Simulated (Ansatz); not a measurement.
Crystal: CdS (Greenockite).

```
CELL_PARAMETERS angstrom
4.15000 0.00000 0.00000
-2.07500 3.59401 0.00000
0.00000 0.00000 6.73700
ATOMIC_POSITIONS crystal
Cd 0.66667 0.33333 0.50000
Cd 0.33333 0.66667 0.00000
S 0.66667 0.33333 0.87500
S 0.33333 0.66667 0.37500
```

Base run:

```yaml
Program: Ansatz 0.2.0
Functional: r2SCAN
Potentials_or_basis: Ansatz PAW
Cutoff: "500 eV (not typed: the program's choice for these potentials)"
k_mesh: 7 × 7 × 4
Occupations: fermi-dirac, width 0.05 eV
Spin: no spin polarisation
```

Its results: band gap on the k mesh 1.66 eV, direct; pressure 0.7 GPa; largest force 0.071 eV/Å.

Question: The run is repeated on the same cell with these changes: functional from r2SCAN to PBE; cutoff from 500 eV (not typed: the program's choice for these potentials) to 800 eV. What comes out?

Answer: Band gap on the k mesh 1.20 eV, direct; pressure 2.1 GPa; largest force 0.068 eV/Å.

r2SCAN gives the wider gap, since meta-GGAs in the generalised Kohn-Sham scheme recover part of the derivative discontinuity.

Caveats: the PAW data sets come from PBE, with cores solved anew for the run's functional, which leaves a small shift of forces and pressure (some runs); odd divisions of the mesh miss points on the zone boundary, where band edges often lie, so the gap on the mesh can be too wide (some runs).
